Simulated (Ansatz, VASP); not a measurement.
One calculation of TiC, two programs

```
Ti C
1.0
     0.00000    2.16572    2.16572
     2.16572    0.00000    2.16572
     2.16572    2.16572    0.00000
Ti C
1 1
Direct
  0.00000 0.00000 0.00000
  0.50000 0.50000 0.50000
```

The cell is a database's computed one.

Alike in both runs: task single point; functional revPBE; dispersion D3(BJ); k mesh 11 × 11 × 11; occupations fermi-dirac, width 0.05 eV; no spin polarisation.

```csv
,VASP,Ansatz
version,VASP 6.6.1,Ansatz 0.2.0
potentials or method,"VASP PAW PBE potentials, release 64 (Ti_sv, C)",Ansatz PAW
plane-wave cutoff (eV),520,420
valence electrons in the cell,16,16
```

```tsv
	VASP	Ansatz	Ansatz less VASP
gap on the k mesh at the Fermi level (eV)	none	none	-
pressure (GPa)	-10.3	-10.5	-0.19
dispersion energy (meV/atom)	-852.3	-852.4	-0.11
```

A gap of «none» marks a metal or a gap that the smearing closes.

Caveats: pairwise dispersion overbinds metals, which lowers pressure and volume; the PAW data sets were made with another functional, which shifts forces and pressure a little (VASP); the PAW data sets come from PBE, with cores solved anew for the run's functional, which leaves a small shift of forces and pressure (Ansatz).
